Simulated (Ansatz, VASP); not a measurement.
# ZnSe (Stilleite): VASP beside Ansatz

One calculation is typed for both programs; each brings its own data sets and cutoff. How far apart do they land?

Main program and level: Ansatz 0.2.0; plane waves, with VASP 6.6.1 beside it; band structure at LDA and single point at LDA.

## (1) The starting structure

The structure is cubic, space group F-43m (No. 216). Conventional cell: a = 5.668 Å, b = 5.668 Å, c = 5.668 Å, α = 90.00°, β = 90.00°, γ = 90.00°. Nearest to Se lie 4 Zn at 2.45 Å. Nearest to Zn lie 4 Se at 2.45 Å. Farther neighbours and most contacts between anions are not listed.

Structure file:

```
Se Zn
1.0
     0.00000    2.83380    2.83380
     2.83380    0.00000    2.83380
     2.83380    2.83380    0.00000
Se Zn
1 1
Direct
  0.75000 0.75000 0.75000
  0.00000 0.00000 0.00000
```

## (2) VASP: band structure, LDA

Levels along a path test the potential and the projectors away from the mesh points.

Lines of VASP's logs that name or quote its potential files are left out, and so is its time.

The input, INCAR:

```
SYSTEM = ZnSe
PREC = Accurate
ENCUT = 350
EDIFF = 1E-08
NELM = 100
ISMEAR = 0
SIGMA = 0.01
LREAL = .FALSE.
ALGO = Normal
GGA = CA
NBANDS = 15
LORBIT = 11
LWAVE = .TRUE.
LCHARG = .FALSE.
KPAR = 8
```

The input, POSCAR:

```
ZnSe
1.0
    0.0000000000      2.8338000000      2.8338000000
    2.8338000000      0.0000000000      2.8338000000
    2.8338000000      2.8338000000      0.0000000000
Se Zn
1 1
Direct
    0.7500000000      0.7500000000      0.7500000000
    0.0000000000      0.0000000000      0.0000000000
```

The input, KPOINTS:

```
Automatic mesh
0
Gamma
6 6 6
0 0 0
```

The input, KPOINTS_OPT:

```
Line mode
12
Line-mode
Reciprocal
  0.00000000   0.00000000   0.00000000 GAMMA
  0.50000000   0.00000000   0.50000000 X

  0.50000000   0.00000000   0.50000000 X
  0.50000000   0.25000000   0.75000000 W

  0.50000000   0.25000000   0.75000000 W
  0.37500000   0.37500000   0.75000000 K

  0.37500000   0.37500000   0.75000000 K
  0.00000000   0.00000000   0.00000000 GAMMA

  0.00000000   0.00000000   0.00000000 GAMMA
  0.50000000   0.50000000   0.50000000 L

  0.50000000   0.50000000   0.50000000 L
  0.62500000   0.25000000   0.62500000 U

  0.62500000   0.25000000   0.62500000 U
  0.50000000   0.25000000   0.75000000 W

  0.50000000   0.25000000   0.75000000 W
  0.50000000   0.50000000   0.50000000 L

  0.50000000   0.50000000   0.50000000 L
  0.37500000   0.37500000   0.75000000 K

  0.62500000   0.25000000   0.62500000 U
  0.50000000   0.00000000   0.50000000 X
```

The projector-augmented-wave data sets are Se_GW and Zn_GW (LDA family, release 64).

The run is started by

```sh
> mpirun -np 8 vasp_std
```

Numbers of over 12 decimals in the logs are rounded to 6 here.

The log of the run:

```text
[banner, memory and clock lines left out]
running    8 mpi-ranks, on    1 nodes
 distrk:  each k-point on    1 cores,    8 groups
 distr:  one band on    1 cores,    1 groups

 POSCAR found type information on POSCAR SeZn
 POSCAR found :  2 types and       2 ions
|                                                                             |
|           W    W    AA    RRRRR   N    N  II  N    N   GGGG   !!!           |
|           W    W   A  A   R    R  NN   N  II  NN   N  G    G  !!!           |
|           W    W  A    A  R    R  N N  N  II  N N  N  G       !!!           |
|           W WW W  AAAAAA  RRRRR   N  N N  II  N  N N  G  GGG   !            |
|           WW  WW  A    A  R   R   N   NN  II  N   NN  G    G                |
|           W    W  A    A  R    R  N    N  II  N    N   GGGG   !!!           |
|                                                                             |
|     For optimal performance we recommend to set                             |
|       NCORE = 2 up to number-of-cores-per-socket                            |
|     NCORE specifies how many cores store one orbital (NPAR=cpu/NCORE).      |
|     This setting can greatly improve the performance of VASP for DFT.       |
|     The default, NCORE=1 might be grossly inefficient on modern             |
|     multi-core architectures or massively parallel machines. Do your        |
|     Unfortunately you need to use the default for GW and RPA                |
|     calculations (for HF NCORE is supported but not extensively tested      |
|     yet).                                                                   |
|                                                                             |

 LDA part: xc-table for (Slater(with rela. corr.)+CA(PZ))
 , standard interpolation
 POSCAR, INCAR and KPOINTS ok, starting setup
 FFT: planning ... GRIDC
 FFT: planning ... GRID_SOFT
 FFT: planning ... GRID
 WAVECAR not read
 entering main loop
       N       E                     dE             d eps       ncg     rms          rms(c)
DAV:   1     0.104355636732E+03    0.10436E+03   -0.69139E+03   501   0.154E+03
DAV:   2    -0.109841928411E+01   -0.10545E+03   -0.98185E+02   522   0.275E+02
DAV:   3    -0.756224760622E+01   -0.64638E+01   -0.64201E+01   767   0.664E+01
DAV:   4    -0.766518931496E+01   -0.10294E+00   -0.10292E+00   538   0.701E+00
DAV:   5    -0.766759545843E+01   -0.24061E-02   -0.24061E-02   782   0.135E+00    0.250E+00
DAV:   6    -0.738988496581E+01    0.27771E+00   -0.74784E-01   740   0.527E+01    0.121E+00
DAV:   7    -0.735798113167E+01    0.31904E-01   -0.18794E-01   689   0.116E+01    0.570E-01
DAV:   8    -0.735181786289E+01    0.61633E-02   -0.78896E-03   769   0.359E+00    0.251E-01
DAV:   9    -0.735061166704E+01    0.12062E-02   -0.18715E-03   776   0.577E-01    0.193E-02
DAV:  10    -0.735062174179E+01   -0.10075E-04   -0.74577E-05   724   0.178E-01    0.911E-03
DAV:  11    -0.735062447697E+01   -0.27352E-05   -0.47401E-06   716   0.600E-02    0.156E-03
DAV:  12    -0.735062451266E+01   -0.35688E-07   -0.33565E-07   775   0.196E-02    0.683E-04
DAV:  13    -0.735062452019E+01   -0.75365E-08   -0.35423E-08   630   0.520E-03
   1 F= -.73506245E+01 E0= -.73506245E+01  d E =-.306483E-15
 Start KPOINTS_OPT (optional k-point list driver)
k-point batch [1-16\120]
       N       E                     dE             ncg
DAV:   1     0.911216270618E+03   -0.44417E+04      488
DAV:   2    -0.798980878551E+03   -0.17102E+04      557
DAV:   3    -0.901945649078E+03   -0.10296E+03      729
DAV:   4    -0.903677425991E+03   -0.17318E+01      586
DAV:   5    -0.903758479290E+03   -0.81053E-01      797
DAV:   6    -0.903758951475E+03   -0.47218E-03      614
DAV:   7    -0.903758961645E+03   -0.10170E-04      768
DAV:   8    -0.903758961724E+03   -0.78558E-07      621
DAV:   9    -0.903758961725E+03   -0.14818E-08      527
[...]
k-point batch [113-120\120]
       N       E                     dE             ncg
DAV:   1     0.479267517628E+04   -0.41418E+04      240
DAV:   2     0.391887702853E+04   -0.87380E+03      268
DAV:   3     0.386425589353E+04   -0.54621E+02      379
DAV:   4     0.386330790501E+04   -0.94799E+00      298
DAV:   5     0.386327317682E+04   -0.34728E-01      401
DAV:   6     0.386327283507E+04   -0.34175E-03      298
DAV:   7     0.386327282521E+04   -0.98594E-05      400
DAV:   8     0.386327282512E+04   -0.90458E-07      319
DAV:   9     0.386327282512E+04   -0.15261E-08      304
 writing wavefunctions
```

OUTCAR, selected parts (step 2):

```text
ion  position               nearest neighbor table
   1  0.750  0.750  0.750-   2 2.45   2 2.45   2 2.45   2 2.45
   2  0.000  0.000  0.000-   1 2.45   1 2.45   1 2.45   1 2.45

  LATTYP: Found a face centered cubic cell.
 ALAT       =     5.6676000000

 Subroutine GETGRP returns: Found 24 space group operations
 (whereof 24 operations were pure point group operations)

The static configuration has the point symmetry T_d .

 Found     16 irreducible k-points:

   k-points           NKPTS =     16   k-points in BZ     NKDIM =     16   number of bands    NBANDS=     15

   dimension x,y,z NGX =    24 NGY =   24 NGZ =   24
   dimension x,y,z NGXF=    48 NGYF=   48 NGZF=   48

   ENCUT  =  350.0 eV  25.72 Ry    5.07 a.u.   6.11  6.11  6.11*2*pi/ulx,y,z

   NELECT =      18.0000    total number of electrons

 k-points in reciprocal lattice and weights: Automatic mesh
   0.00000000  0.00000000  0.00000000       0.005
   0.16666667  0.00000000  0.00000000       0.037
   0.33333333  0.00000000  0.00000000       0.037
   0.50000000  0.00000000  0.00000000       0.019
   0.16666667  0.16666667  0.00000000       0.028
   0.33333333  0.16666667  0.00000000       0.111
   0.50000000  0.16666667  0.00000000       0.111
  -0.33333333  0.16666667  0.00000000       0.111
  -0.16666667  0.16666667  0.00000000       0.056
[...]
-0.33333333  0.33333333  0.16666667       0.111
  -0.33333333  0.50000000  0.16666667       0.056

 average (electrostatic) potential at core
       1 -61.1651       2 -66.3418

 E-fermi :   2.5792

 k-point     1 :       0.0000    0.0000    0.0000
  band No.  band energies     occupation
    ...
      5      -3.7817      2.00000
      6      -3.7817      2.00000
      7       2.5279      2.00000
      8       2.5279      2.00000
      9       2.5279      2.00000
     10       3.5835      0.00000
     11       8.2270      0.00000
     12       8.2270      0.00000
     13       8.2270      0.00000
     14      12.1681      0.00000
    ...

 k-point     2 :       0.1667    0.0000    0.0000
  band No.  band energies     occupation
    ...
      5      -3.7835      2.00000
      6      -3.7835      2.00000
      7       0.5569      2.00000
      8       2.2722      2.00000
      9       2.2722      2.00000
     10       4.9015      0.00000
     11       8.2586      0.00000
     12       8.6302      0.00000
     13       8.6302      0.00000
     14      12.9280      0.00000
    ...

 k-point     3 :       0.3333    0.0000    0.0000
  band No.  band energies     occupation
    ...
      5      -3.7753      2.00000
      6      -3.7753      2.00000
      7      -1.6011      2.00000
      8       1.8415      2.00000
      9       1.8415      2.00000
     10       5.0299      0.00000
     11       8.9034      0.00000
     12       8.9034      0.00000
     13       9.9075      0.00000
     14      12.6932      0.00000
    ...

  Total       -0.9521403     -0.9521403     -0.9521403      0.0000000      0.0000000      0.0000000
  in kB      -33.5176805    -33.5176805    -33.5176805      0.0000000      0.0000000      0.0000000
  external PRESSURE =     -33.5176805 kB  Pullay stress =       0.0000000 kB

  energy-cutoff  :      350.00
  volume of cell :       45.51
      direct lattice vectors                 reciprocal lattice vectors
     0.000000000  2.833800000  2.833800000    -0.176441527  0.176441527  0.176441527
     2.833800000  0.000000000  2.833800000     0.176441527 -0.176441527  0.176441527
     2.833800000  2.833800000  0.000000000     0.176441527  0.176441527 -0.176441527

 POSITION                                       TOTAL-FORCE (eV/Angst)
 -----------------------------------------------------------------------------------
      4.25070      4.25070      4.25070        -0.000000     -0.000000     -0.000000
      0.00000      0.00000      0.00000         0.000000      0.000000      0.000000
 -----------------------------------------------------------------------------------
    total drift:                                0.000003      0.000003      0.000002

  FREE ENERGIE OF THE ION-ELECTRON SYSTEM (eV)
  ---------------------------------------------------
  free  energy   TOTEN  =        -7.3506245202 eV

  energy  without entropy=       -7.3506245202  energy(sigma->0) =       -7.35062452

 total charge
# of ion       s       p       d       tot
------------------------------------------
    1        1.429   2.370   0.030   3.829
    2        0.524   0.443   9.759  10.726
--------------------------------------------------
tot          1.953   2.813   9.789  14.555

[... 3 further parts left out ...]
```

The run ends at a pressure of -3.35 GPa.

## (3) Ansatz: band structure, LDA

Ansatz runs on its default PAW (the set named soft_2) files.

The same cell, functional (in two slightly different forms), mesh and smearing now go to Ansatz, which takes its cutoff from its data sets.

The input, input.yaml:

```yaml
crystal:
  lattice:
    - [0.0, 2.8338, 2.8338]
    - [2.8338, 0.0, 2.8338]
    - [2.8338, 2.8338, 0.0]
  atoms:
    - { symbol: Se, position: [0.75, 0.75, 0.75] }
    - { symbol: Zn, position: [0.0, 0.0, 0.0] }
hamiltonian:
  xc: lda
  pseudopotentials: { kind: paw }
kpoints:
  mp_grid: { grid: [6, 6, 6] }
  band_path:
    path:
      - [0.0, 0.0, 0.0]
      - [0.18182, 0.0, 0.18182]
      - [0.36364, 0.0, 0.36364]
      - [0.5, 0.0, 0.5]
      - [0.5, 0.09091, 0.59091]
      - [0.5, 0.18182, 0.68182]
      - [0.5, 0.25, 0.75]
      - [0.45455, 0.29545, 0.75]
      - [0.40909, 0.34091, 0.75]
      - [0.375, 0.375, 0.75]
      - [0.20455, 0.20455, 0.40909]
      - [0.06818, 0.06818, 0.13636]
      - [0.04545, 0.04545, 0.04545]
      - [0.22727, 0.22727, 0.22727]
      - [0.40909, 0.40909, 0.40909]
      - [0.51136, 0.47727, 0.51136]
      - [0.55682, 0.38636, 0.55682]
      - [0.60227, 0.29545, 0.60227]
      - [0.61364, 0.25, 0.63636]
      - [0.56818, 0.25, 0.68182]
      - [0.51136, 0.25, 0.73864]
      - [0.5, 0.29545, 0.70455]
      - [0.5, 0.38636, 0.61364]
      - [0.5, 0.47727, 0.52273]
      - [0.47727, 0.47727, 0.54545]
      - [0.43182, 0.43182, 0.63636]
      - [0.38636, 0.38636, 0.72727]
      - [0.60227, 0.20455, 0.60227]
      - [0.55682, 0.11364, 0.55682]
      - [0.5, 0.0, 0.5]
    npoints: 1
scf:
  occupations: { method: gaussian, width: 0.01 }
  n_extra_bands: 7
output:
  forces: true
  stress: true
  eigenvalues: true
```

The run is started by

```sh
> ansatz run input.yaml --threads 2 --pin off --max-ram 4608MiB --backend cpu --events-out ev --progress --plain --runs-dir out
```

The log of the run:

```text
scf.n_extra_bands = 7 over 14 filled bands (N_el = 28.0): the run solves 21 bands
Engine: ansatz 0.2.0, aarch64-unknown-linux-gnu
Pseudopotentials: kind: paw
Pseudopotential: Se, paw, valence charge 16, recommended cutoff 420 eV (normal), Se.paw.azcp
Pseudopotential: Zn, paw, valence charge 12, recommended cutoff 420 eV (normal), Zn.paw.azcp
Functional definition: SPW92
  exchange = slater_x
  correlation = pw_c
Crystal: 2 atoms, lattice volume = 45.513 Å³
Basis set: ecut = 420 eV, 893 PW (Γ)
Bands: 21, of which v1, the nominal top of the filled ones, is band 14 counted from 1 (13 counted from 0)
Symmetry: 24 space group operations
Space group: F-43m (ITA 216), of the structure as read, at distance tolerance 3.6e-5 Å
k-points: 16 of 216 (time reversal used)
Non-local potential: Se, projectors of the file, l = 0: 2, l = 1: 2, l = 2: 3, l = 3: 1
Non-local potential: Zn, projectors of the file, l = 0: 2, l = 1: 2, l = 2: 3, l = 3: 1
PAW form: soft (Blöchl's): semilocal exchange-correlation on the pseudo side does not see the compensation charge
PAW frozen core: Se, regenerated for the run's functional, and the local potential with it (the file was generated under x = pbe(κ = 0.804, μ = 0.219515), c = pbe(β = 0.066725))
PAW frozen core: Zn, regenerated for the run's functional, and the local potential with it (the file was generated under x = pbe(κ = 0.804, μ = 0.219515), c = pbe(β = 0.066725))
PAW one-centre angular grid: Se, 590 points (default); XC on 64 Gauss nodes
PAW one-centre angular grid: Zn, 590 points (default); XC on 64 Gauss nodes
Initial density: superposition of atomic densities (neutral atoms: chi_scale 0, normalization atom), corrected by the library's trained network
Initial wavefunctions: pseudopotential atomic-orbital guess
Functional: x = slater, c = lda
SCF iter   1: F=—  HF=-8630.820119 eV  |F-HF|=—  |Δ(HF+E_count)|=         —  Δρ=5.21e-3  dr2=7.19e-3  ethr=1.77e-3  ⟨swp⟩=6.0  Hψ=1702  notcnv=0
preconditioner: auto → none  [insulator: Δε(μ)=0.994 eV  Ē_g=14.373 eV  σ=0.010 eV  W_gap=1.00  n_scr=14 (ndim 8)  ℏωp=23.4 eV  f_vac=0.121  D(μ)=0.00/eV (n_scr^D=0)  ε∞_Penn≈3.6]
SCF iter   2: F=—  HF=-8630.817930 eV  |F-HF|=—  |Δ(HF+E_count)|=   2.19e-3  Δρ=1.99e-3  dr2=8.65e-4  ethr=2.57e-5  ⟨swp⟩=2.0  Hψ=664  notcnv=0  defer=39
SCF iter   3: F=—  HF=-8630.817841 eV  |F-HF|=—  |Δ(HF+E_count)|=   8.97e-5  Δρ=1.37e-3  dr2=3.79e-4  ethr=3.09e-6  ⟨swp⟩=2.0  Hψ=498  notcnv=0  defer=39
SCF iter   4: F=—  HF=-8630.817740 eV  |F-HF|=—  |Δ(HF+E_count)|=   1.01e-4  Δρ=2.53e-4  dr2=2.61e-5  ethr=1.35e-6  ⟨swp⟩=2.0  Hψ=494  notcnv=0  defer=39
SCF iter   5: F=—  HF=-8630.817731 eV  |F-HF|=—  |Δ(HF+E_count)|=   8.73e-6  Δρ=2.05e-5  dr2=2.07e-7  ethr=9.33e-8  ⟨swp⟩=2.0  Hψ=423  notcnv=0  defer=39
SCF iter   6: F=-8630.817731 eV  HF=-8630.817731 eV  |F-HF|=5.76e-9  |Δ(HF+E_count)|=   5.46e-8  Δρ=3.86e-6  dr2=4.27e-9  ethr=3.57e-10  ⟨swp⟩=7.4  Hψ=1484  notcnv=0
SCF 1 converged in 6 iterations: F = -8630.817731 eV  dr2 = 4.27e-9
  greatest PAW one-centre occupation: 1.000 electrons in one spin orbital (limit 2), on the Se atom at site 0 (counted from 0), in its partial waves of l = 2
NSCF: frozen V_eff on 30 k-points
SCF converged after 6 iterations
Free energy (F): -8630.817731 eV
Harris-Foulkes:  -8630.817731 eV  (|F-HF|=5.76e-9)
Internal energy: -8630.817731 eV  (E = F + TS)
E sigma→0 (E₀):  -8630.817731 eV
Fermi energy:    6.972423 eV
--- Per-component energies (eV) ---
  E_band       = -394.029124
  E_kinetic    = 250.814940
  E_local      = -4403.839395  (includes V_loc(G=0)·N_el)
  E_nonlocal   = 27.825917
  E_hartree    = 2034.053638
  E_xc         = -238.921318
  E_vxc        = -151.799826  (∫ρ·V_xc dr)
  E_paw        = -3583.582275  (= ΣΔE_a)
  E_vpaw       = -185.140684  (= ΣTr[D̂ρ^β])
  E_aug_tail   = -0.000897  (compensation charges beyond the density's cutoff)
  E_ewald      = -2720.942845
  E_core_change = 3.774504  (= ΣΔE_core)
  E_smearing   = -0.000000  (= −TS)
  E_closure    = -0.000000  (closes the sum)
  Σ components = -8630.817731   (vs F -8630.817731, Δ=0.00e0)
--- Forces (eV/Å), atoms counted from 1 ---
  atom   1  Se     0.00000000    -0.00000000     0.00000000
  atom   2  Zn    -0.00000000     0.00000000    -0.00000000
  max |Σ_I F_I| component: 1.71e-16 eV/Å
--- Stress (GPa, compression-positive) ---
       -3.373415      -0.000000      -0.000000
       -0.000000      -3.373415       0.000000
       -0.000000       0.000000      -3.373415
  P = ⅓ Tr σ = -3.3734 GPa (-33.734 kbar)
--- Band table (eV; the first three rows and the last of 16) ---
  k-point 0: bands = [... 10 lower, 0.1553, 6.4577, 6.4577, 6.4577, 7.4870, 12.1709, 12.1709, 12.1709, ... 3 higher]
  k-point 1: bands = [... 10 lower, 0.1536, 4.4816, 6.2025, 6.2025, 8.8144, 12.1935, 12.5738, 12.5738, ... 3 higher]
  k-point 2: bands = [... 10 lower, 0.1616, 2.3273, 5.7723, 5.7723, 8.9472, 12.8474, 12.8474, 13.8354, ... 3 higher]
  k-point 15: bands = [... 10 lower, 0.4271, 1.6855, 3.8001, 3.8742, 10.7741, 11.1453, 14.5738, 14.9118, ... 3 higher]
```

Wall time 3 s (2 threads of Arm Neoverse N1, shared host); peak memory 0.28 GiB; 5.3 s of CPU time.

In the SCF lines HF is the Harris–Foulkes energy and dr2 the Hartree energy of the density residual, in eV; the loop may stop once dr2 is under the threshold and the program's other checks hold. Hψ counts applications of the Hamiltonian.

## (4) Side by side

Known differences besides the potentials themselves: the two LDA forms differ slightly; the data sets hold 28 valence electrons in Ansatz (default PAW (the set named soft_2) files) and 18 in VASP; the cutoff is 420 eV in Ansatz and 350 eV in VASP; VASP's log shows a relativistic correction to its local exchange, Ansatz's none. Total energies have different zeros and are not compared.

Compared:

```
                     quantity  Ansatz   VASP  difference
gap over the path points (eV)   1.029  1.056      -0.026
```

Levels at points of the path, from each program's valence-band top (eV; 4 filled, then empty):

```csv
k (reciprocal lattice),Ansatz,VASP
0.000 0.000 0.000,-6.30 0.00 0.00 0.00 1.03 5.71 5.71,-6.31 0.00 0.00 0.00 1.06 5.70 5.70
0.182 0.000 0.182,-6.29 -2.13 -0.80 -0.80 3.29 4.40 7.01,-6.30 -2.13 -0.80 -0.80 3.31 4.39 7.00
0.364 0.000 0.364,-6.26 -4.13 -1.90 -1.90 3.11 3.65 9.15,-6.27 -4.13 -1.90 -1.90 3.11 3.65 9.15
0.500 0.000 0.500,-6.12 -4.83 -2.20 -2.20 2.81 3.32 10.49,-6.13 -4.83 -2.20 -2.20 2.80 3.33 10.50
0.500 0.091 0.591,-6.09 -4.81 -2.39 -2.36 3.31 3.79 9.67,-6.09 -4.81 -2.39 -2.36 3.30 3.79 9.66
0.500 0.182 0.682,-6.02 -4.76 -2.70 -2.62 4.55 4.88 7.79,-6.03 -4.76 -2.71 -2.62 4.55 4.89 7.78
0.500 0.250 0.750,-6.00 -4.75 -2.80 -2.70 5.34 5.44 6.80,-6.01 -4.75 -2.81 -2.70 5.34 5.46 6.80
0.455 0.295 0.750,-6.01 -4.76 -2.97 -2.37 4.57 5.50 7.34,-6.02 -4.75 -2.98 -2.37 4.56 5.50 7.34
0.409 0.341 0.750,-6.03 -4.78 -3.10 -1.94 3.67 5.48 8.37,-6.04 -4.77 -3.10 -1.94 3.67 5.48 8.36
0.375 0.375 0.750,-6.04 -4.78 -3.13 -1.81 3.43 5.47 8.88,-6.04 -4.78 -3.13 -1.81 3.43 5.47 8.87
```

Among the levels compared at these points, filled levels agree within 8 meV and empty ones within 26 meV. Not compared: the pressure (VASP's GW data sets at this cutoff don't carry it).

(Continued in part 2 of 2.)

[Lines on the potential files, build, host, timing and source positions are cut from VASP's logs without a mark.]

[Logs are printed without paths, hosts, clocks, repeated set-up lines and the standing remarks that a program may print on its own settings, such as how far it seeks lower states.]

[Hosts, paths, dates, database ids (printed as entryN), source tags and the programs' standing remarks are cut or masked in the printed files.]
